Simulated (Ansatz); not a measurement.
# NiSi2/ZnS/CoSi2: conductance against the thickness of the layer, part 5 of 5

How fast does the current through NiSi2/ZnS/CoSi2 fall with each added layer? The lower electrode is NiSi2 fluorite(111), the upper one CoSi2 fluorite(111) turned by 180 degrees (type B); the barrier is ZnS wurtzite(0001) (whole bilayers). In the first transport cell, after relaxation, the nearest pair of electrode and barrier is Si–S at 2.33 Å, along the normal, at the lower face and Si–Zn at 2.48 Å, along the normal, at the upper one. All share a net of side 3.84 Å, which strains the lower electrode by +0.0 %, the upper one by +1.3 % and the barrier by -0.3 %, against typed lattice constants near PBE's. The first steps treat the bulk electrodes alone.

Ansatz 0.2.0; PBE DFT, plane waves, PAW files (the session's first sound run).

So far, transmission at the Fermi level (a spin, zone mean): step 5 (transmission over a wide range of energy) 0.0147; step 6 (conductance, 55 atoms) 0.0190. Also channels of the lower lead: step 5 1.16; step 6 1.06.

**7. Conductance, atomic planes in the barrier 8, gap between the electrodes 15.12 Å**

Level of this step: PBE DFT, plane waves, PAW files; ballistic transmission by layer matching between semi-infinite leads (Ansatz).

System of this step: NiSi2/ZnS/CoSi2. The cell holds 59 atoms: 34 Si, 8 Ni, 4 S, 4 Zn and 9 Co. Cell: a = 3.840 Å, b = 3.840 Å, c = 79.561 Å, α = 90.0°, β = 90.0°, γ = 120.0°. Regions: left electrode, 25 atoms (17 Si and 8 Ni); barrier, 8 atoms (4 S and 4 Zn); right electrode, 26 atoms (17 Si and 9 Co). Vacuum lies along c.

Barrier layers are added or taken out in the middle, and the relaxed faces stay.

input.yaml reads:

```yaml
crystal:
  lattice:
    - [3.84, 0.0, 0.0]
    - [-1.92, 3.3255375505, 0.0]
    - [0.0, 0.0, 79.5612466561]
  atoms:
    - { symbol: Si, position: [0.0, 0.0, 0.0879825329] }
    - { symbol: Si, position: [0.66666667, 0.33333333, 0.1076116529] }
    - { symbol: Ni, position: [0.0, 0.0, 0.1176732681] }
    - { symbol: Si, position: [0.33333333, 0.66666667, 0.1277348833] }
    - { symbol: Si, position: [0.0, 0.0, 0.1473640033] }
    - { symbol: Ni, position: [0.33333333, 0.66666667, 0.1574256185] }
    - { symbol: Si, position: [0.66666667, 0.33333333, 0.1674872337] }
    - { symbol: Si, position: [0.33333333, 0.66666667, 0.1871163538] }
    - { symbol: Ni, position: [0.66666667, 0.33333333, 0.197177969] }
    - { symbol: Si, position: [0.0, 0.0, 0.2072395842] }
    - { symbol: Si, position: [0.66666667, 0.33333333, 0.2268687042] }
    - { symbol: Ni, position: [0.0, 0.0, 0.2369303194] }
    - { symbol: Si, position: [0.33333333, 0.66666667, 0.2469919346] }
    - { symbol: Si, position: [0.0, 0.0, 0.2666210546] }
    - { symbol: Ni, position: [0.33333333, 0.66666667, 0.2766826698] }
    - { symbol: Si, position: [0.66666667, 0.33333333, 0.2867442851] }
    - { symbol: Si, position: [0.33333333, 0.66666667, 0.3063734051] }
    - { symbol: Ni, position: [0.66666667, 0.33333333, 0.3164350203] }
    - { symbol: Si, position: [0.0, 0.0, 0.3264966355] }
    - { symbol: Si, position: [0.66666667, 0.33333333, 0.3461257555] }
    - { symbol: Ni, position: [0.0, 0.0, 0.3561873707] }
    - { symbol: Si, position: [0.33333333, 0.66666667, 0.3662489859] }
    - { symbol: Si, position: [0.0, 0.0, 0.3858781059] }
    - { symbol: Ni, position: [0.33333333, 0.66666667, 0.3959397211] }
    - { symbol: Si, position: [0.66666667, 0.33333333, 0.4064789079] }
    - { symbol: S, position: [0.66666667, 0.33333333, 0.4357484523] }
    - { symbol: Zn, position: [0.0, 0.0, 0.4459892569] }
    - { symbol: S, position: [0.0, 0.0, 0.4754242203] }
    - { symbol: Zn, position: [0.66666667, 0.33333333, 0.4858970344] }
    - { symbol: S, position: [0.66666667, 0.33333333, 0.5151665788] }
    - { symbol: Zn, position: [0.0, 0.0, 0.5254073834] }
    - { symbol: S, position: [0.0, 0.0, 0.5548423468] }
    - { symbol: Zn, position: [0.66666667, 0.33333333, 0.5653151609] }
    - { symbol: Si, position: [0.66666667, 0.33333333, 0.5965032436] }
    - { symbol: Co, position: [0.33333333, 0.66666667, 0.603775008] }
    - { symbol: Si, position: [0.0, 0.0, 0.6131550143] }
    - { symbol: Si, position: [0.33333333, 0.66666667, 0.6329253091] }
    - { symbol: Co, position: [0.0, 0.0, 0.6423053154] }
    - { symbol: Si, position: [0.66666667, 0.33333333, 0.6516853217] }
    - { symbol: Si, position: [0.0, 0.0, 0.6714556165] }
    - { symbol: Co, position: [0.66666667, 0.33333333, 0.6808356228] }
    - { symbol: Si, position: [0.33333333, 0.66666667, 0.6902156291] }
    - { symbol: Si, position: [0.66666667, 0.33333333, 0.7099859239] }
    - { symbol: Co, position: [0.33333333, 0.66666667, 0.7193659302] }
    - { symbol: Si, position: [0.0, 0.0, 0.7287459365] }
    - { symbol: Si, position: [0.33333333, 0.66666667, 0.7485162313] }
    - { symbol: Co, position: [0.0, 0.0, 0.7578962376] }
    - { symbol: Si, position: [0.66666667, 0.33333333, 0.7672762439] }
    - { symbol: Si, position: [0.0, 0.0, 0.7870465387] }
    - { symbol: Co, position: [0.66666667, 0.33333333, 0.796426545] }
    - { symbol: Si, position: [0.33333333, 0.66666667, 0.8058065513] }
    - { symbol: Si, position: [0.66666667, 0.33333333, 0.825576846] }
    - { symbol: Co, position: [0.33333333, 0.66666667, 0.8349568523] }
    - { symbol: Si, position: [0.0, 0.0, 0.8443368587] }
    - { symbol: Si, position: [0.33333333, 0.66666667, 0.8641071534] }
    - { symbol: Co, position: [0.0, 0.0, 0.8734871597] }
    - { symbol: Si, position: [0.66666667, 0.33333333, 0.882867166] }
    - { symbol: Si, position: [0.0, 0.0, 0.9026374608] }
    - { symbol: Co, position: [0.66666667, 0.33333333, 0.9120174671] }
kpoints:
  mp_grid: { grid: [8, 8, 1] }
scf:
  occupations: { method: fermi_dirac, width: 0.1 }
  max_iter: 150
hamiltonian:
  xc: pbe
output:
  transmission:
    kmesh: [24, 24]
    e_range: [-0.26, 0.27]
    de: 0.0375
    leads: [[10, 13], [45, 48]]
```

The run is started by

```bash
$ ansatz run input.yaml --threads 8 --pin off --max-ram 24576MiB --backend cpu --events-out ev --progress --plain --runs-dir out
```

Numbers of over 12 decimals in the logs are rounded to 6 here.

Output:

```text
[...]
Crystal: 59 atoms, lattice volume = 1016.002 Å³
Basis set: ecut = 420 eV, 19801 PW (Γ)
Bands: 312, of which v1, the nominal top of the filled ones, is band 253 counted from 1 (252 counted from 0)
Symmetry: 6 space group operations
[...]
k-points: 10 of 64 (time reversal used)
[...]
SCF iter   1: F=—  HF=-131377.977021 eV  |F-HF|=—  |Δ(HF+E_count)|=         —  Δρ=1.32e-2  dr2=6.11e1  ethr=1.77e-3  ⟨swp⟩=8.5  Hψ=15492  notcnv=0  defer=121
[...]
SCF iter  13: F=-131377.669785 eV  HF=-131377.669785 eV  |F-HF|=3.14e-8  |Δ(HF+E_count)|=   8.63e-8  Δρ=1.82e-6  dr2=5.24e-8  ethr=1.98e-11  ⟨swp⟩=19.1  Hψ=13693  notcnv=0
SCF 1 converged in 13 iterations: F = -131377.669785 eV  dr2 = 5.24e-8
[...]
transmission: 362 of 3599 steps passed
transmission: 724 of 3599 steps passed
[...]
transmission: 3599 of 3599 steps passed
SCF converged after 13 iterations
Free energy (F): -131377.669785 eV
[...]
Internal energy: -131377.075650 eV  (E = F + TS)
E sigma→0 (E₀):  -131377.372718 eV
Entropy (-TS):   -0.594136 eV (-10.070 meV/atom)
Fermi energy:    8.736174 eV
[...]
--- Band table (eV; the first three rows and the last of 10) ---
  k-point 0: bands = [... 249 lower, 9.9750, 9.9750, 10.0545, 10.1509, 10.1509, 10.1901, 10.2572, 10.3832, ... 55 higher]
  k-point 1: bands = [... 249 lower, 9.5768, 9.6097, 9.6435, 9.6653, 9.7997, 9.8611, 10.0203, 10.0554, ... 55 higher]
  k-point 2: bands = [... 249 lower, 8.6885, 8.8239, 8.8518, 8.9426, 9.1476, 9.1627, 9.1775, 9.3838, ... 55 higher]
  k-point 9: bands = [... 249 lower, 8.0250, 8.1449, 8.1524, 8.2279, 8.2568, 8.2740, 8.2988, 8.4756, ... 55 higher]
--- Transmission ---
  basis      : 109 plane waves across, 59 finite elements along
  points     : 61, standing for a mesh of 24 x 24
[...]
filled         : 20.3 meV under the level at which it is neutral
    channels       : 1.060764e0 a spin
[...]
slowest decay  : 0.0365 /Å at (0.2083, 0.1667)
[...]
filled         : 9.3 meV over the level at which it is neutral
    channels       : 1.369792e0 a spin
[...]
slowest decay  : 0.1095 /Å at (0.4167, 0.0833)
  junction   : crystal 0 to crystal 1, 20.43 to 58.77 Å
    transmission   : 4.809958e-4 a spin
[...]
resistance     : 3.3790e0 Ω µm² beyond half of each lead's own
```

Run time: 2.7 min. Hardware: 8 threads of Intel Xeon 6975P-C (Granite Rapids), shared host; peak memory 11 GiB; 16 min of CPU time.

Numbers from this step:

- free energy: -131377.6698 eV
- Fermi energy: 8.736 eV
- transmission at the Fermi level (a spin, zone mean): 4.81e-4
- potential step in the lower lead: 10.3 meV
- junction conductance: 2.96e11 S/m²
- error estimates by source, in the log's order: 0.8, 0.8, 18.1, 6.2, 1.4 %
- resistance-area product beyond the leads: 3.379 Ω um²

One spin. Table of transmission, zone mean by energy, zero at the Fermi level:

```tsv
energy (eV)	transmission, zone mean
-0.260	5.0e-4
-0.223	4.8e-4
-0.185	4.8e-4
-0.147	5.0e-4
-0.110	5.4e-4
-0.072	4.9e-4
-0.035	4.6e-4
0.003	4.8e-4
0.040	5.0e-4
0.077	4.9e-4
0.115	5.4e-4
0.152	5.8e-4
0.190	6.4e-4
0.228	7.9e-4
0.265	7.2e-4
```

One spin. The open channels, zone mean by energy, zero at the Fermi level:

```tsv
energy (eV)	lower lead	upper lead
-0.260	0.842	1.60
-0.223	0.852	1.55
-0.185	0.915	1.47
-0.147	0.967	1.45
-0.110	1.01	1.42
-0.072	1.01	1.39
-0.035	1.01	1.35
0.003	1.06	1.37
0.040	1.06	1.28
0.077	1.06	1.23
0.115	1.15	1.21
0.152	1.15	1.20
0.190	1.19	1.20
0.228	1.26	1.17
0.265	1.28	1.14
```

Transmission over k1 and k2. At 0.0025 eV from the Fermi level.

Ten even steps from '_' (0.00 × 1e-3) to '@' (6.75 × 1e-3):
```
________________________________________________
________________________________________________
________________________________________________
________________________________________________
________________________________________________
________________________________________________
________________..----..________________________
______________..==::__::==..____________________
______________--::==****==::--__________________
______________--__**##@@##**__--________________
______________..::**@@....@@**::..______________
________________====##..__..##====______________
________________..::**@@....@@**::..____________
__________________--__**##@@##**__--____________
____________________--::==****==::--____________
______________________..==::__::==..____________
__________________________..----..______________
________________________________________________
________________________________________________
________________________________________________
________________________________________________
________________________________________________
________________________________________________
________________________________________________
```
Columns: k1 (b1) from -0.5 to 0.458; rows upwards: k2 (b2) from -0.5 to 0.458.

G = 3.0e11 S/m² (1/G = 3.38 Ω µm²), 0.026 times the step before of this kind. The largest error estimate is 18 %, from the mesh across the current. In the worse lead the potential repeats within 10 meV, which the program lets pass, though it still puts 6.2 % of error on the junction's conductance through them.

**8. Conductance, atomic planes in the barrier 12, gap between the electrodes 21.44 Å**

System of this step: NiSi2/ZnS/CoSi2. The cell holds 63 atoms: 34 Si, 8 Ni, 6 S, 6 Zn and 9 Co. Its edges and angles: a = 3.840 Å, b = 3.840 Å, c = 85.880 Å, α = 90.0°, β = 90.0°, γ = 120.0°. Regions: left electrode, 25 atoms (17 Si and 8 Ni); barrier, 12 atoms (6 S and 6 Zn); right electrode, 26 atoms (17 Si and 9 Co). Vacuum lies along c.

Barrier layers are added or taken out in the middle, and the relaxed faces stay.

input.yaml reads:

```yaml
crystal:
  lattice:
    - [3.84, 0.0, 0.0]
    - [-1.92, 3.3255375505, 0.0]
    - [0.0, 0.0, 85.8798518061]
  atoms:
    - { symbol: Si, position: [0.0, 0.0, 0.0815092231] }
    - { symbol: Si, position: [0.66666667, 0.33333333, 0.0996941317] }
    - { symbol: Ni, position: [0.0, 0.0, 0.1090154642] }
    - { symbol: Si, position: [0.33333333, 0.66666667, 0.1183367966] }
    - { symbol: Si, position: [0.0, 0.0, 0.1365217053] }
    - { symbol: Ni, position: [0.33333333, 0.66666667, 0.1458430377] }
    - { symbol: Si, position: [0.66666667, 0.33333333, 0.1551643702] }
    - { symbol: Si, position: [0.33333333, 0.66666667, 0.1733492788] }
    - { symbol: Ni, position: [0.66666667, 0.33333333, 0.1826706113] }
    - { symbol: Si, position: [0.0, 0.0, 0.1919919437] }
    - { symbol: Si, position: [0.66666667, 0.33333333, 0.2101768523] }
    - { symbol: Ni, position: [0.0, 0.0, 0.2194981848] }
    - { symbol: Si, position: [0.33333333, 0.66666667, 0.2288195173] }
    - { symbol: Si, position: [0.0, 0.0, 0.2470044259] }
    - { symbol: Ni, position: [0.33333333, 0.66666667, 0.2563257583] }
    - { symbol: Si, position: [0.66666667, 0.33333333, 0.2656470908] }
    - { symbol: Si, position: [0.33333333, 0.66666667, 0.2838319994] }
    - { symbol: Ni, position: [0.66666667, 0.33333333, 0.2931533319] }
    - { symbol: Si, position: [0.0, 0.0, 0.3024746643] }
    - { symbol: Si, position: [0.66666667, 0.33333333, 0.320659573] }
    - { symbol: Ni, position: [0.0, 0.0, 0.3299809054] }
    - { symbol: Si, position: [0.33333333, 0.66666667, 0.3393022379] }
    - { symbol: Si, position: [0.0, 0.0, 0.3574871465] }
    - { symbol: Ni, position: [0.33333333, 0.66666667, 0.366808479] }
    - { symbol: Si, position: [0.66666667, 0.33333333, 0.3765722457] }
    - { symbol: S, position: [0.66666667, 0.33333333, 0.403688285] }
    - { symbol: Zn, position: [0.0, 0.0, 0.413175623] }
    - { symbol: S, position: [0.0, 0.0, 0.4404449107] }
    - { symbol: Zn, position: [0.66666667, 0.33333333, 0.4501471881] }
    - { symbol: S, position: [0.66666667, 0.33333333, 0.4772632274] }
    - { symbol: Zn, position: [0.0, 0.0, 0.4867505654] }
    - { symbol: S, position: [0.0, 0.0, 0.5140198531] }
    - { symbol: Zn, position: [0.66666667, 0.33333333, 0.5237221305] }
    - { symbol: S, position: [0.66666667, 0.33333333, 0.5508381698] }
    - { symbol: Zn, position: [0.0, 0.0, 0.5603255079] }
    - { symbol: S, position: [0.0, 0.0, 0.5875947955] }
    - { symbol: Zn, position: [0.66666667, 0.33333333, 0.5972970729] }
    - { symbol: Si, position: [0.66666667, 0.33333333, 0.6261904942] }
    - { symbol: Co, position: [0.33333333, 0.66666667, 0.632927239] }
    - { symbol: Si, position: [0.0, 0.0, 0.6416171119] }
    - { symbol: Si, position: [0.33333333, 0.66666667, 0.6599328083] }
    - { symbol: Co, position: [0.0, 0.0, 0.6686226812] }
    - { symbol: Si, position: [0.66666667, 0.33333333, 0.6773125541] }
    - { symbol: Si, position: [0.0, 0.0, 0.6956282506] }
    - { symbol: Co, position: [0.66666667, 0.33333333, 0.7043181235] }
    - { symbol: Si, position: [0.33333333, 0.66666667, 0.7130079964] }
    - { symbol: Si, position: [0.66666667, 0.33333333, 0.7313236928] }
    - { symbol: Co, position: [0.33333333, 0.66666667, 0.7400135657] }
    - { symbol: Si, position: [0.0, 0.0, 0.7487034386] }
    - { symbol: Si, position: [0.33333333, 0.66666667, 0.7670191351] }
    - { symbol: Co, position: [0.0, 0.0, 0.7757090079] }
    - { symbol: Si, position: [0.66666667, 0.33333333, 0.7843988808] }
    - { symbol: Si, position: [0.0, 0.0, 0.8027145773] }
    - { symbol: Co, position: [0.66666667, 0.33333333, 0.8114044502] }
    - { symbol: Si, position: [0.33333333, 0.66666667, 0.8200943231] }
    - { symbol: Si, position: [0.66666667, 0.33333333, 0.8384100195] }
    - { symbol: Co, position: [0.33333333, 0.66666667, 0.8470998924] }
    - { symbol: Si, position: [0.0, 0.0, 0.8557897653] }
    - { symbol: Si, position: [0.33333333, 0.66666667, 0.8741054618] }
    - { symbol: Co, position: [0.0, 0.0, 0.8827953347] }
    - { symbol: Si, position: [0.66666667, 0.33333333, 0.8914852076] }
    - { symbol: Si, position: [0.0, 0.0, 0.909800904] }
    - { symbol: Co, position: [0.66666667, 0.33333333, 0.9184907769] }
kpoints:
  mp_grid: { grid: [8, 8, 1] }
scf:
  occupations: { method: fermi_dirac, width: 0.1 }
  max_iter: 150
hamiltonian:
  xc: pbe
output:
  transmission:
    kmesh: [24, 24]
    e_range: [-0.26, 0.27]
    de: 0.0375
    leads: [[10, 13], [49, 52]]
```

Output:

```text
[...]
Crystal: 63 atoms, lattice volume = 1096.691 Å³
Basis set: ecut = 420 eV, 21383 PW (Γ)
Bands: 334, of which v1, the nominal top of the filled ones, is band 271 counted from 1 (270 counted from 0)
Symmetry: 6 space group operations
[...]
k-points: 10 of 64 (time reversal used)
[...]
channels       : 1.060764e0 a spin
[...]
slowest decay  : 0.0364 /Å at (0.2083, 0.1667)
[...]
filled         : 9.3 meV over the level at which it is neutral
    channels       : 1.369792e0 a spin
[...]
slowest decay  : 0.1094 /Å at (0.4167, 0.0833)
  junction   : crystal 0 to crystal 1, 20.43 to 65.09 Å
    transmission   : 2.446613e-5 a spin
[...]
resistance     : 6.6514e1 Ω µm² beyond half of each lead's own
[key lines of the parts left out:]
SCF converged after 13 iterations
Free energy (F): -139823.116644 eV
Fermi energy:    8.606107 eV
```

The job ended after 3 min (8 threads; peak memory 12 GiB).

G = 1.5e10 S/m² (1/G = 66.5 Ω µm²), 0.051 times the step before of this kind. The largest error estimate is 25 %, from the mesh across the current. In the worse lead the potential repeats within 10 meV, which the program lets pass, though it still puts 7.3 % of error on the junction's conductance through them.

**9. Comparing the runs**

Times are for 8 threads of Intel Xeon 6975P-C (Granite Rapids), shared host. The series side by side:

```tsv
no.	gap between the electrodes (Å)	junction conductance (S/m²)	resistance-area product beyond the leads (Ω um²)	time	memory (GiB)
1	8.8	1.16e13	0.08510	2.3 min	9.5
2	15.12	2.96e11	3.379	2.7 min	11
3	21.44	1.50e10	66.51	3 min	12
```

The runs together. Transmission, zone mean against energy, zero at the Fermi level:

```tsv
energy (eV)	8.8	15.12	21.44
-0.260	0.0197	5.0e-4	1.6e-5
-0.223	0.0210	4.8e-4	1.6e-5
-0.185	0.0205	4.8e-4	1.8e-5
-0.147	0.0220	5.0e-4	1.9e-5
-0.110	0.0236	5.4e-4	2.1e-5
-0.072	0.0213	4.9e-4	2.1e-5
-0.035	0.0177	4.6e-4	2.3e-5
0.003	0.0190	4.8e-4	2.4e-5
0.040	0.0195	5.0e-4	2.7e-5
0.077	0.0177	4.9e-4	2.9e-5
0.115	0.0183	5.4e-4	3.3e-5
0.152	0.0191	5.8e-4	3.9e-5
0.190	0.0196	6.4e-4	4.5e-5
0.228	0.0230	7.9e-4	5.4e-5
0.265	0.0196	7.2e-4	6.0e-5
```

**10. Decay with thickness**

This step: Fit of the logarithm of the conductance against the barrier's thickness, from PBE DFT, plane waves, PAW files (Ansatz 0.2.0).

No new run: the logarithm is fitted against the thickness.

Numbers from this step:

* decay constant of the conductance: 0.53 Å⁻¹
* r.m.s. misfit of ln G: 0.16

From the end points alone, β = ln(1.16e+13 / 1.5e+10) / 12.64 Å = 6.64 / 12.64 Å = 0.53 Å⁻¹.

**11. Results**

- 1/G at 8.8 Å gap: 0.0865 Ω um²
- 1/G at 21.4 Å gap: 66.5 Ω um²
- decay constant β: 0.53 Å⁻¹

In words: A fit of ln G against d gives β = 0.53 Å⁻¹, and step by step the slopes are 0.58 and 0.47 Å⁻¹. They differ by more than a fifth, so the fit is an average; how much of this is a real bend and how much error of the runs wasn't traced. At the Fermi level the layers of the barrier in the wide-window run (4 planes) hold from 0.0079 to 0.048 states an eV and atom. The program's largest error estimate on these conductances is 25 %, from the mesh across the current, in the run that gave 1.5e10 S/m². No spin-orbit coupling, phonons, disorder or image charges enter; the interfaces are ordered, one cell wide and lattice-matched by strain. Semilocal gaps are too small, which can bring a band edge of the barrier nearer to the Fermi level than it is.

[Logs are printed without paths, hosts, clocks, repeated set-up lines and the standing remarks that a program may print on its own settings, such as how far it seeks lower states.]

[Hosts, paths, dates, database ids (printed as entryN), source tags and the programs' standing remarks are cut or masked in the printed files.]
